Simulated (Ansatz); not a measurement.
# HfN (P6_3/mmc) in Ansatz: notebook, part 2 of 2

Ansatz 0.2.0.

## 3. Single point, LDA, 10.83 Å³/atom (volume scaled by 0.94)

Input file input.yaml:

```yaml
crystal:
  lattice:
    - [3.0699327642, 0.0, 0.0]
    - [-1.5349663822, 2.6586397618, 0.0]
    - [0.0, 0.0, 5.3061904127]
  atoms:
    - { symbol: Hf, position: [0.3333333333, 0.6666666667, 0.25] }
    - { symbol: Hf, position: [0.6666666667, 0.3333333333, 0.75] }
    - { symbol: "N", position: [0.0, 0.0, 0.5] }
    - { symbol: "N", position: [0.0, 0.0, 0.0] }
hamiltonian:
  xc: lda
  pseudopotentials: { kind: paw }
kpoints:
  mp_grid: { grid: [10, 10, 5] }
scf:
  occupations: { method: fermi_dirac, width: 0.05 }
output:
  forces: true
  stress: true
  eigenvalues: true
```

Potentials or basis: Ansatz PAW.

Launch:

```sh
$ ansatz run input.yaml --threads 2 --pin off --max-ram 5632MiB --backend cpu --events-out ev --progress --plain --runs-dir out
```

Output:

```text
Warning: RAYON_NUM_THREADS=2 ignored (pool sized by the plan → 2); use --threads N
Engine: ansatz 0.2.0, aarch64-unknown-linux-gnu
Pseudopotentials: kind: paw
Pseudopotential: Hf, paw, valence charge 26, recommended cutoff 420 eV (normal), Hf.paw.azcp
Pseudopotential: N, paw, valence charge 5, recommended cutoff 420 eV (normal), N.paw.azcp
[... 61 lines left out ...]
       -0.000000       0.000000       8.899796
  P = ⅓ Tr σ = 9.2774 GPa (92.774 kbar)
--- Band table (eV; the first three rows and the last of 42) ---
  k-point 0: bands = ["-37.5022", "-37.4364", "-7.0720", "-5.9770", "-5.8776", "-5.8776", "-5.8044", "-5.8044", "7.2778", "10.5886", "12.5160", "12.5349", "12.5406", "12.5406", "12.5955", "12.6202", "12.6202", "12.6251", "12.6251", "12.6475", "12.6475", "12.7014", "12.7037", "12.7643", "15.6736", "19.6402", "19.6402", "20.9410", "20.9410", "22.9449", "23.8485", "25.2747", "25.2747", "26.2262", "26.4767", "26.4767", "26.7892", "30.6020"]
  k-point 1: bands = ["-37.4959", "-37.4427", "-6.9772", "-6.0930", "-5.8706", "-5.8706", "-5.8114", "-5.8114", "7.5374", "10.1537", "12.5329", "12.5404", "12.5426", "12.5426", "12.5973", "12.5998", "12.5998", "12.6338", "12.6338", "12.6593", "12.6593", "12.7016", "12.7035", "12.7075", "16.2793", "19.6858", "19.6858", "20.6898", "20.6898", "21.4159", "24.9930", "25.8071", "25.8071", "26.6776", "26.8427", "26.8633", "26.8633", "30.0955"]
  k-point 2: bands = ["-37.4795", "-37.4592", "-6.7204", "-6.3837", "-5.8523", "-5.8523", "-5.8297", "-5.8297", "8.2439", "9.2120", "12.5519", "12.5519", "12.5538", "12.5548", "12.5719", "12.5719", "12.6043", "12.6362", "12.6516", "12.6516", "12.6633", "12.6633", "12.7022", "12.7029", "17.6901", "19.4742", "19.8636", "19.8636", "20.2235", "20.2235", "26.1304", "26.8040", "27.0303", "27.0303", "27.5634", "27.7522", "27.7522", "28.8159"]
  k-point 41: bands = ["-37.3939", "-37.3914", "-6.7575", "-6.7156", "-6.5514", "-6.4925", "-6.1136", "-6.0827", "9.4445", "9.6322", "12.5856", "12.5860", "12.6019", "12.6042", "12.6093", "12.6206", "12.6210", "12.6285", "12.6374", "12.6427", "12.6587", "12.6624", "12.7061", "12.7465", "17.1038", "17.2749", "19.0367", "19.8470", "20.0520", "20.2901", "24.6936", "25.2677", "27.8713", "28.3074", "30.6699", "30.9278", "30.9353", "31.0775"]
```

Wall time 3 s (2 threads of Arm Neoverse V1, shared host); peak memory 0.34 GiB.

What came out:

```yaml
Free_energy: -31709.1384 eV
Pressure: 9.3 GPa
Band_gap_on_the_k_mesh: none (metal or under the smearing width)
```

Caveat: the pressure holds a Pulay correction of +0.7 GPa for the finite cutoff; the PAW data sets come from PBE, with cores solved anew for the run's functional, which leaves a small shift of forces and pressure.

## 4. Single point, LDA, 11.06 Å³/atom (volume scaled by 0.96)

input.yaml, as its differences from that of step 3:

```diff
@@ -2,5 +2,5 @@
   lattice:
-    - [3.0699327642, 0.0, 0.0]
-    - [-1.5349663822, 2.6586397618, 0.0]
-    - [0.0, 0.0, 5.3061904127]
+    - [3.0915527214, 0.0, 0.0]
+    - [-1.5457763607, 2.6773631939, 0.0]
+    - [0.0, 0.0, 5.343559182]
   atoms:
```

Launch:

```sh
$ ansatz run input.yaml --threads 2 --pin off --max-ram 5632MiB --backend cpu --events-out ev --progress --plain --runs-dir out
```

Wall time 2.5 s (2 threads of Arm Neoverse V1, shared host); peak memory 0.34 GiB.

Results (log left out):

```
Free energy            : -31709.1721 eV
Pressure               : 2.5 GPa
Band gap on the k mesh : none (metal or under the smearing width)
```

Caveat: the pressure holds a Pulay correction of +0.7 GPa for the finite cutoff; the PAW data sets come from PBE, with cores solved anew for the run's functional, which leaves a small shift of forces and pressure.

## 5. Single point, LDA, 11.29 Å³/atom (volume scaled by 0.98)

input.yaml, as its differences from that of step 4:

```diff
@@ -2,5 +2,5 @@
   lattice:
-    - [3.0915527214, 0.0, 0.0]
-    - [-1.5457763607, 2.6773631939, 0.0]
-    - [0.0, 0.0, 5.343559182]
+    - [3.1128744484, 0.0, 0.0]
+    - [-1.5564372243, 2.6958283511, 0.0]
+    - [0.0, 0.0, 5.3804124788]
   atoms:
```

Launch:

```sh
$ ansatz run input.yaml --threads 2 --pin off --max-ram 5632MiB --backend cpu --events-out ev --progress --plain --runs-dir out
```

Run time: 2.5 s. Hardware: 2 threads of Arm Neoverse V1, shared host; peak memory 0.34 GiB.

The run converged. Its results:

```
Free energy            : -31709.1689 eV
Pressure               : -3.5 GPa
Band gap on the k mesh : none (metal or under the smearing width)
```

Caveat: the pressure holds a Pulay correction of +0.6 GPa for the finite cutoff; the PAW data sets come from PBE, with cores solved anew for the run's functional, which leaves a small shift of forces and pressure.

## 6. Single point, LDA, 11.52 Å³/atom

input.yaml, as its differences from that of step 5:

```diff
@@ -2,5 +2,5 @@
   lattice:
-    - [3.1128744484, 0.0, 0.0]
-    - [-1.5564372243, 2.6958283511, 0.0]
-    - [0.0, 0.0, 5.3804124788]
+    - [3.1339080219, 0.0, 0.0]
+    - [-1.566954011, 2.7140439601, 0.0]
+    - [0.0, 0.0, 5.41676772]
   atoms:
@@ -21 +21,5 @@
   eigenvalues: true
+  write_density: true
+  write_potential: true
+  elf: true
+  volumetric_format: npy
```

Potentials or basis: Ansatz PAW.

Launch:

```sh
$ ansatz run input.yaml --threads 2 --pin off --max-ram 5632MiB --backend cpu --events-out ev --progress --plain --runs-dir out
```

It took 3.7 s on 2 threads of Arm Neoverse V1, shared host; peak memory 0.34 GiB.

Results (log left out):

```
Free energy            : -31709.1329 eV
Pressure               : -9.0 GPa
Band gap on the k mesh : none (metal or under the smearing width)
```

Caveat: the pressure holds a Pulay correction of +0.6 GPa for the finite cutoff; the PAW data sets come from PBE, with cores solved anew for the run's functional, which leaves a small shift of forces and pressure.

## 7. Single point, LDA, 11.75 Å³/atom (volume scaled by 1.02)

input.yaml, as its differences from that of step 6:

```diff
@@ -2,5 +2,5 @@
   lattice:
-    - [3.1339080219, 0.0, 0.0]
-    - [-1.566954011, 2.7140439601, 0.0]
-    - [0.0, 0.0, 5.41676772]
+    - [3.1546629845, 0.0, 0.0]
+    - [-1.5773314923, 2.732018285, 0.0]
+    - [0.0, 0.0, 5.4526413994]
   atoms:
```

Launch:

```sh
$ ansatz run input.yaml --threads 2 --pin off --max-ram 5632MiB --backend cpu --events-out ev --progress --plain --runs-dir out
```

Run time: 3.6 s. Hardware: 2 threads of Arm Neoverse V1, shared host; peak memory 0.35 GiB.

It converged, with:

```
Free energy            : -31709.0672 eV
Pressure               : -13.8 GPa
Band gap on the k mesh : none (metal or under the smearing width)
```

Caveat: the pressure holds a Pulay correction of +0.6 GPa for the finite cutoff; the PAW data sets come from PBE, with cores solved anew for the run's functional, which leaves a small shift of forces and pressure.

## 8. Single point, LDA, 11.98 Å³/atom (volume scaled by 1.04)

input.yaml, as its differences from that of step 7:

```diff
@@ -2,5 +2,5 @@
   lattice:
-    - [3.1546629845, 0.0, 0.0]
-    - [-1.5773314923, 2.732018285, 0.0]
-    - [0.0, 0.0, 5.4526413994]
+    - [3.1751483831, 0.0, 0.0]
+    - [-1.5875741916, 2.7497591606, 0.0]
+    - [0.0, 0.0, 5.4880491538]
   atoms:
@@ -21,5 +21 @@
   eigenvalues: true
-  write_density: true
-  write_potential: true
-  elf: true
-  volumetric_format: npy
```

Launch:

```sh
$ ansatz run input.yaml --threads 2 --pin off --max-ram 5632MiB --backend cpu --events-out ev --progress --plain --runs-dir out
```

It took 2.6 s on 2 threads of Arm Neoverse V1, shared host; peak memory 0.34 GiB.

The run converged. Its results:

| Item | Value |
| --- | --- |
| Free energy | -31708.9747 eV |
| Pressure | -18.2 GPa |
| Band gap on the k mesh | none (metal or under the smearing width) |

Caveat: the pressure holds a Pulay correction of +0.6 GPa for the finite cutoff; the PAW data sets come from PBE, with cores solved anew for the run's functional, which leaves a small shift of forces and pressure.

## 9. Single point, LDA, 12.21 Å³/atom (volume scaled by 1.06)

input.yaml, as its differences from that of step 8:

```diff
@@ -2,5 +2,5 @@
   lattice:
-    - [3.1751483831, 0.0, 0.0]
-    - [-1.5875741916, 2.7497591606, 0.0]
-    - [0.0, 0.0, 5.4880491538]
+    - [3.1953728034, 0.0, 0.0]
+    - [-1.5976864018, 2.7672740223, 0.0]
+    - [0.0, 0.0, 5.5230058234]
   atoms:
```

Potentials or basis: Ansatz PAW.

Launch:

```sh
$ ansatz run input.yaml --threads 2 --pin off --max-ram 5632MiB --backend cpu --events-out ev --progress --plain --runs-dir out
```

Wall time 2.7 s (2 threads of Arm Neoverse V1, shared host); peak memory 0.34 GiB.

It converged, with:

| Item | Value |
| --- | --- |
| Free energy | -31708.8587 eV |
| Pressure | -22.1 GPa |
| Band gap on the k mesh | none (metal or under the smearing width) |

Caveat: the pressure holds a Pulay correction of +0.5 GPa for the finite cutoff; the PAW data sets come from PBE, with cores solved anew for the run's functional, which leaves a small shift of forces and pressure.

## 10. Equation of state, LDA

No new run: the results of the series are fitted here.

What came out:

```yaml
Equilibrium_volume: 11.15 Å³/atom
Bulk_modulus_at_fixed_shape_and_positions: 296 GPa
Pressure_derivative_of_the_bulk_modulus: 4.3
```

Energy against volume, from the lowest point:
```tsv
volume (Å³/atom)	energy (meV/atom)
10.827	8.42
11.057	0.00
11.288	0.78
11.518	9.79
11.749	26.23
11.979	49.33
12.209	78.35
```

Caveat: the cell was scaled at fixed shape and fractional positions, which overstates the stiffness of a crystal with free parameters, most of all of layers and chains. Spin-orbit coupling is left out, which matters for the levels of Hf.

## 11. Band structure, r2SCAN

Input file input.yaml:

```yaml
crystal:
  lattice:
    - [3.1339080219, 0.0, 0.0]
    - [-1.566954011, 2.7140439601, 0.0]
    - [0.0, 0.0, 5.41676772]
  atoms:
    - { symbol: Hf, position: [0.3333333333, 0.6666666667, 0.25] }
    - { symbol: Hf, position: [0.6666666667, 0.3333333333, 0.75] }
    - { symbol: "N", position: [0.0, 0.0, 0.5] }
    - { symbol: "N", position: [0.0, 0.0, 0.0] }
hamiltonian:
  xc: r2scan
  pseudopotentials: { kind: paw }
kpoints:
  mp_grid: { grid: [10, 10, 5] }
  band_path:
    path:
      - [[0.0, 0.0, 0.0], [0.5, 0.0, 0.0], [0.3333333333, 0.3333333333, 0.0], [0.0, 0.0, 0.0], [0.0, 0.0, 0.5], [0.5, 0.0, 0.5], [0.3333333333, 0.3333333333, 0.5], [0.0, 0.0, 0.5]]
      - [[0.5, 0.0, 0.5], [0.5, 0.0, 0.0]]
      - [[0.3333333333, 0.3333333333, 0.0], [0.3333333333, 0.3333333333, 0.5]]
    npoints: 14
scf:
  occupations: { method: fermi_dirac, width: 0.05 }
  n_extra_bands: 10
output:
  forces: true
  stress: true
  eigenvalues: true
  fatbands: false
```

Launch:

```sh
$ ansatz run input.yaml --threads 2 --pin off --max-ram 5632MiB --backend cpu --events-out ev --progress --plain --runs-dir out
```

Wall time 11 s (2 threads of Arm Neoverse V1, shared host); peak memory 0.46 GiB.

Results (log left out):

```
Free energy            : -32243.2028 eV
Pressure               : 2.2 GPa
Band gap on the k mesh : none (metal or under the smearing width)
```

Stress tensor (GPa, compression positive):
```
2.34 0.00 0.00
0.00 2.34 0.00
0.00 0.00 2.02
```

Levels at the corners of the path, in eV from the Fermi level:
| point | band 28 | band 29 | band 30 | band 31 | band 32 | band 33 | band 34 | band 35 |
| --- | --- | --- | --- | --- | --- | --- | --- | --- |
| Γ | -3.91 | -3.91 | -2.04 | -0.55 | 0.78 | 0.78 | 1.16 | 1.98 |
| M | -5.88 | -3.62 | -2.97 | -2.77 | 2.40 | 2.87 | 4.56 | 4.74 |
| K | -6.29 | -6.29 | -3.63 | 0.02 | 0.02 | 4.37 | 4.37 | 4.50 |
| Γ | -3.91 | -3.91 | -2.04 | -0.55 | 0.78 | 0.78 | 1.16 | 1.98 |
| A | -4.74 | -4.74 | -4.74 | 1.88 | 1.88 | 2.99 | 2.99 | 2.99 |
| L | -5.83 | -4.85 | -4.85 | -0.39 | -0.39 | 4.85 | 4.85 | 4.91 |
| H | -5.36 | -4.81 | -4.81 | 0.42 | 0.42 | 3.13 | 3.13 | 6.04 |
| A | -4.74 | -4.74 | -4.74 | 1.88 | 1.88 | 2.99 | 2.99 | 2.99 |
| L | -5.83 | -4.85 | -4.85 | -0.39 | -0.39 | 4.85 | 4.85 | 4.91 |
| M | -5.88 | -3.62 | -2.97 | -2.77 | 2.40 | 2.87 | 4.56 | 4.74 |
| K | -6.29 | -6.29 | -3.63 | 0.02 | 0.02 | 4.37 | 4.37 | 4.50 |
| H | -5.36 | -4.81 | -4.81 | 0.42 | 0.42 | 3.13 | 3.13 | 6.04 |

Caveat: spin-orbit coupling is left out, which moves the levels of the heavy elements; the PAW data sets come from PBE, with cores solved anew for the run's functional, which leaves a small shift of forces and pressure.

## 12. Summary

```csv
task,level,cutoff (eV),points for each segment of the path,gap on the mesh (eV),pressure (GPa)
band structure,LDA,420,14,none,-9.0
equation of state,LDA,420,-,-,-
band structure,r2SCAN,500,14,none,2.2
```

Alike in all rows: potentials or basis Ansatz PAW; no spin polarisation; cell as given; k mesh 10 × 10 × 5; smearing fermi-dirac 0.05 eV.

Caveats: spin-orbit coupling is left out, which moves the levels of the heavy elements (some runs); the PAW data sets come from PBE, with cores solved anew for the run's functional, which leaves a small shift of forces and pressure (some runs); the cell was scaled at fixed shape and fractional positions, which overstates the stiffness of a crystal with free parameters, most of all of layers and chains (some runs).

Absolute energies hang on the potentials; compare differences alone.
